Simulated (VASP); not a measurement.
Ga:

```
Ga
1.0
    -1.38440    1.38440    2.31122
     1.38440   -1.38440    2.31122
     1.38440    1.38440   -2.31122
Ga
1
Direct
  0.00000 0.00000 0.00000
```

This isn't the form of Ga at room conditions, which is orthorhombic.

Base run:

- Program: VASP 6.6.1
- Functional: r2SCAN
- Potentials or basis: VASP PAW PBE potentials, release 64 (Ga_d)
- Cutoff: 520 eV
- k mesh: 18 × 18 × 18
- Occupations: fermi-dirac, width 0.05 eV
- Spin: no spin polarisation

Its results: band gap on the k mesh none (metal or under the smearing width); pressure 0.6 GPa.

The run is repeated on the same cell with these changes: functional from r2SCAN to PBE. What comes out?

Band gap on the k mesh none (metal or under the smearing width); pressure 4.1 GPa.

Caveats: the PAW data sets were made with another functional, which shifts forces and pressure a little (some runs).
